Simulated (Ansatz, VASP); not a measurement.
## BN: VASP beside Ansatz

```
B N
1.0
     1.25112    0.72234    3.37293
    -1.25112    0.72234    3.37293
     0.00000   -1.44467    3.37293
B N
1 1
Direct
  0.17278 0.91321 0.91321
  0.33276 0.33276 0.33276
```

Change from the starting cell: all B atoms moved -0.375 Å, as atom 1 towards its neighbour atom 2 (N) at 1.445 Å.

Alike in both runs: task single point; functional PBE; dispersion D3(BJ); k mesh 12 × 12 × 12; occupations gaussian, width 0.05 eV; no spin polarisation.

|  | VASP | Ansatz |
| --- | --- | --- |
| version | VASP 6.6.1 | Ansatz 0.2.0 |
| potentials or method | VASP PAW PBE potentials, release 64 (B, N) | scalar-relativistic, plane waves, PAW |
| plane-wave cutoff (eV) | 520 | 420 |
| valence electrons in the cell | 8 | 8 |

```tsv
	VASP	Ansatz	Ansatz less VASP
gap on the k mesh at the Fermi level (eV)	1.30	1.32	+0.013
least direct gap on the mesh (eV)	3.06	3.07	+0.007
rms of the force components (eV/Å)	3.501	3.523	+0.0221
```

Atom by atom the forces differ by 0.022 eV/Å (rms over components).

Caveats: forces of over 1 eV/Å show positions far from the minimum, so gaps and moduli don't describe the material at rest. A k mesh can miss the band edges.
